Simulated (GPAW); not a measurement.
# How the form of the self-energy moves the gap of LiH (Fm-3m)

Aim: compare treatments of exchange, screening and correlation for the gap of LiH (Fm-3m).

Calculated with GPAW 26.7.0; PBE and many-body steps on it, plane waves.

Report form: the programs' logs are mostly left out.

The database entry behind the starting cell differs from later determinations by our own check (the deuteride, about 0.2 % short), so it need not match the best structure at ambient conditions.

### 1. The starting structure

The structure is cubic, space group Fm-3m (No. 225). The conventional cell has a = 4.074 Å, b = 4.074 Å, c = 4.074 Å, α = 90.00°, β = 90.00°, γ = 90.00°. Li has 6 H at 2.04 Å nearest. Nearest to H lie 6 Li at 2.04 Å. Farther neighbours are not listed.

Coordinates:

```xyz
2
Lattice="0.0000 2.0368 2.0368 2.0368 0.0000 2.0368 2.0368 2.0368 0.0000" Properties=species:S:1:pos:R:3 pbc="T T T"
Li    0.0000    0.0000    0.0000
H     2.0368    2.0368    2.0368
```

The cell and positions come from the Crystallography Open Database and are kept as given unless a step says otherwise.

### 2. Empty states on the mesh, 8×8×8 mesh, 98 bands

This step: GPAW 26.7.0; DFT, PBE, plane waves, PAW.

The sums over transitions need many empty states on a uniform mesh; this step solves for them.

run.py reads:

```python
import json
import numpy as np
from gpaw.mpi import world
from gpaw import GPAW

calc = GPAW('gs.gpw').fixed_density(kpts={'size': (8, 8, 8), 'gamma': True},
    parallel={'domain': 1, 'band': 1},
    txt='nscf.txt')
calc.diagonalize_full_hamiltonian(nbands=98)
calc.write('full.gpw', mode='all')
res = {}
kpts = calc.get_ibz_k_points()
res['kpts'] = kpts
res['eigenvalues'] = [calc.get_eigenvalues(kpt=k) for k in range(len(kpts))]
res['n_electrons'] = calc.get_number_of_electrons()

if world.rank == 0:
    with open('result.json', 'w') as f:
        json.dump(res, f, default=lambda x: x.tolist())
```

On the command line:

```console
> mpirun -n 4 gpaw python run.py
```

The job ended after 6.8 s (4 MPI ranks of Arm Neoverse V1, shared host; peak memory 0.72 GiB; 27 s of CPU time).

This step gave:

```
gap                                                           : 2.999 eV
k of the valence top                                          : 0.5, 0.5, 0
k of the conduction bottom                                    : 0.5, 0.5, 0
least direct gap                                              : 2.999 eV
k points computed                                             : 29
lowest point of the top converged band, above the valence top : 169.3394 eV
```

On this mesh the gap is 2.999 eV.

### 3. G0W0, Godby-Needs plasmon pole

G0W0 replaces the xc potential by the self-energy, built once from these orbitals. Only a window of levels is corrected, while the sums run over the empty bands that the input names.

This step: G0W0 with a vertex from the rALDA kernel on PBE, plane waves, PAW.

run.py reads:

```python
import json
import numpy as np
from gpaw.mpi import world
from gpaw.response.g0w0 import G0W0

gw = G0W0('full.gpw',
    filename='gw',
    kpts=[0, 24],
    bands=(0, 3),
    ecut=175,
    nbands=88,
    integrate_gamma='WS',
    ppa=True,
    xc='rALDA',
    fxc_mode=None,
    fxc_modes=['GWP', 'GWS', 'GWG'],
    do_GW_too=True)
gw.calculate()
res = {mode: {k: v for k, v in r.items() if k != 'sigma_eskwn'}
       for mode, r in gw.all_results.items()}

if world.rank == 0:
    with open('result.json', 'w') as f:
        json.dump(res, f, default=lambda x: x.tolist())
```

On the command line:

```console
> mpirun -n 4 gpaw python run.py
```

Elapsed: 3.5 min, on 4 MPI ranks; peak memory 1.2 GiB.

This step gave:

```yaml
gap_with_the_vertex_in_the_polarisability: 4.846 eV
gap_with_the_vertex_in_the_self_energy: 5.040 eV
gap_with_the_vertex_in_both: 4.874 eV
g0w0_gap_on_the_points_computed: 4.994 eV
least_direct_g0w0_gap_on_the_computed_points: 4.994 eV
z_at_the_valence_top: 0.7739
z_at_the_conduction_bottom: 0.8146
starting_gap_on_the_mesh: 2.999 eV
k_of_the_valence_top: 0.5, 0.5, 0
k_of_the_conduction_bottom: 0.5, 0.5, 0
```

The gap on the mesh goes from 3.00 eV to 4.99 eV, a correction of +2.00 eV.

### 4. G0W0 with rALDA vertex

run.py: that of step 3 with these lines changed.

```diff
@@ -9,4 +9,4 @@
     bands=(0, 3),
-    ecut=175,
-    nbands=88,
+    ecut=105,
+    nbands=41,
     integrate_gamma='WS',
@@ -14,5 +14,3 @@
     xc='rALDA',
-    fxc_mode=None,
-    fxc_modes=['GWP', 'GWS', 'GWG'],
-    do_GW_too=True)
+    fxc_mode='GWG')
 gw.calculate()
```

On the command line:

```console
> mpirun -n 4 gpaw python run.py
```

Run time: 61 s. Hardware: 4 MPI ranks; peak memory 0.91 GiB.

Numbers from this step:

```
quasiparticle gap on the points computed              : 4.832 eV
least direct quasiparticle gap on the computed points : 4.832 eV
Z at the valence top                                  : 0.7831
Z at the conduction bottom                            : 0.8241
starting gap on the mesh                              : 2.999 eV
k of the valence top                                  : 0.5, 0.5, 0
k of the conduction bottom                            : 0.5, 0.5, 0
```

Against G0W0 in GPAW (8×8×8 mesh, 88 bands, screening to 175 eV, Godby-Needs plasmon pole), the gap moves by −0.162 eV.

### 5. Side by side

Times are wall times on 4 MPI ranks of Arm Neoverse V1, shared host, good to a factor of about two.

| run | mesh | bands | screening cutoff (eV) | DFT gap (eV) | gap on the mesh (eV) | direct (eV) | time |
| --- | --- | --- | --- | --- | --- | --- | --- |
| G0W0, Godby-Needs plasmon pole | 8×8×8 | 88 | 175 | 2.999 | 4.994 | 4.994 | 3.5 min |
| G0W0 with rALDA vertex | 8×8×8 | 41 | 105 | 2.999 | 4.832 | 4.832 | 61 s |

### 6. What came out

| Property | Result |
| --- | --- |
| G0W0, Godby-Needs plasmon pole | 4.994 eV |
| G0W0 with rALDA vertex | 4.832 eV |
| known limits | not at the basis limit |

G0W0 with rALDA vertex: −0.162 eV against G0W0, Godby-Needs plasmon pole, at other bands or cutoff, so not like for like. With the rALDA kernel as a vertex the gap is 4.85 eV (in the polarisability), 5.04 eV (in the self-energy) and 4.87 eV (in both), against 4.99 eV without. Bands and cutoff are finite, so the gap is not at the basis limit. The miss can reach some tenths of an eV and take either sign; the mesh is an error of its own. These stock PAW sets were not made for GW. In the G0W0 runs levels were corrected at 2 k points alone, so a gap called «on the mesh» is the least over those, and an edge elsewhere would be missed.

[Paths, hosts, dates, memory and timing lines, banners, echoed tables and standing remarks are left out of the program output.]

[Logs are printed without paths, hosts, clocks, repeated set-up lines and the standing remarks that a program may print on its own settings, such as how far it seeks lower states.]

[Runs of the session that timed out or met a known fault of the program may be left out.]

[Hosts, paths, dates, database ids (printed as entryN), source tags and the programs' standing remarks are cut or masked in the printed files.]
